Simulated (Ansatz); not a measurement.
# Ge: the cost of one run

Computed with Ansatz 0.2.0 (DFT PBE, scalar-relativistic, plane waves, PAW, unless a step's input says otherwise).

15 further runs of the same task are left out: 1 that didn't finish, 14 set aside as unsound or not needed.

## Step 1: Starting point

The structure is cubic, space group Fd-3m (No. 227). The conventional cell has a = 5.761 Å, b = 5.761 Å, c = 5.761 Å, α = 90.00°, β = 90.00°, γ = 90.00°. Ge (site symmetry -43m) has 4 Ge at 2.49 Å as nearest neighbours.

Coordinates:

```cif
data_structure
_symmetry_space_group_name_H-M 'Fd-3m:1'
_symmetry_Int_Tables_number 227
_cell_length_a 5.7611
_cell_length_b 5.7611
_cell_length_c 5.7611
_cell_angle_alpha 90.000
_cell_angle_beta 90.000
_cell_angle_gamma 90.000
_cell_volume 191.21
loop_
_atom_site_label
_atom_site_type_symbol
_atom_site_symmetry_multiplicity
_atom_site_Wyckoff_symbol
_atom_site_fract_x
_atom_site_fract_y
_atom_site_fract_z
_atom_site_occupancy
Ge1 Ge 8 a 0.50000 0.00000 0.50000 1
```

This cell was relaxed beforehand with the same method: volume 23.90 Å³/atom, gap on the mesh none (metal).

## Step 2: The scan

The energy is mapped over two homogeneous strains (x along [1 0 0], y along [0 1 0], z along [0 0 1] of the conventional cell).

The axes are (1) engineering shear strain xy: 9 values from −8 to 8 %; (2) normal strain along z: 9 values from −4 to 4 %.

Nothing else is relaxed (fractional coordinates fixed). Energies count from the relaxed crystal. Points are written as (first, second).

## Step 3: Point (−8 %, −3 %)

The input, input.yaml:

```yaml
crystal:
  lattice:
    - [-0.1152213909, 2.8805347716, 2.7941187285]
    - [2.8805347716, -0.1152213909, 2.7941187285]
    - [2.7653133807, 2.7653133807, 0.0]
  atoms:
    - { symbol: Ge, position: [0.5, 0.5, 0.5] }
    - { symbol: Ge, position: [0.75, 0.75, 0.75] }
basis:
  ecutwfc: 420
kpoints:
  mp_grid: { grid: [14, 14, 14] }
hamiltonian:
  xc: pbe
scf:
  occupations: { method: gaussian, width: 0.15 }
output:
  forces: true
  stress: true
  eigenvalues: true
```

Launch:

```
ansatz run input.yaml --threads 1 --pin off --max-ram 2048MiB --backend cpu --events-out ev --progress --plain --runs-dir out
```

**Question.** How long does this run take on 1 thread of Intel Xeon 6975P-C (Granite Rapids), shared host, and how much memory does it need?

About 9.6 s, with a peak of 0.59 GiB.
